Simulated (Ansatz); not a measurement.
# ZrS2: the cost of one run

Method: DFT PBEsol+D3(BJ), scalar-relativistic, plane waves, PAW, in Ansatz 0.2.0.

## 1. Starting point

Symmetry: P-3m1, No. 164, trigonal system. The conventional cell has a = 3.578 Å, b = 3.578 Å, c = 5.536 Å, α = 90.00°, β = 90.00°, γ = 120.00°. Zr (site symmetry -3m) is surrounded by 6 S at 2.53 Å. Around S (site symmetry 3m) lie 3 Zr at 2.53 Å.

Structure file:

```cif
data_structure
_symmetry_space_group_name_H-M 'P-3m1'
_symmetry_Int_Tables_number 164
_cell_length_a 3.5784
_cell_length_b 3.5784
_cell_length_c 5.5362
_cell_angle_alpha 90.000
_cell_angle_beta 90.000
_cell_angle_gamma 120.000
_cell_volume 61.39
loop_
_atom_site_label
_atom_site_type_symbol
_atom_site_symmetry_multiplicity
_atom_site_Wyckoff_symbol
_atom_site_fract_x
_atom_site_fract_y
_atom_site_fract_z
_atom_site_occupancy
Zr1 Zr 1 a 0.00000 0.00000 0.00000 1
S1 S 2 d 0.33333 0.66667 0.26489 1
```

This cell was relaxed beforehand with the same method: volume 20.46 Å³/atom, gap on the mesh 0.29 eV.

## 2. The undisturbed cell

input.yaml

```yaml
crystal:
  lattice:
    - [3.5783614868, 0.0, 0.0]
    - [-1.7891807434, 3.0989519515, 0.0]
    - [0.0, 0.0, 5.53623341]
  atoms:
    - { symbol: Zr, position: [0.0, 0.0, 0.0] }
    - { symbol: S, position: [0.3333333333, 0.6666666667, 0.2648881491] }
    - { symbol: S, position: [0.6666666667, 0.3333333333, 0.7351118509] }
basis:
  ecutwfc: 420
kpoints:
  mp_grid: { grid: [12, 12, 8] }
hamiltonian:
  xc: pbesol
  dispersion: d3bj
scf:
  occupations: { method: gaussian, width: 0.03 }
output:
  forces: true
  stress: true
  eigenvalues: true
```

Launch:

```
ansatz run input.yaml --threads 1 --pin off --max-ram 2560MiB --backend cpu --events-out ev --progress --plain --runs-dir out
```

Q: Estimate wall time and peak memory on 1 thread of Arm Neoverse V1, shared host.

About 8.3 s, with a peak of 0.39 GiB.
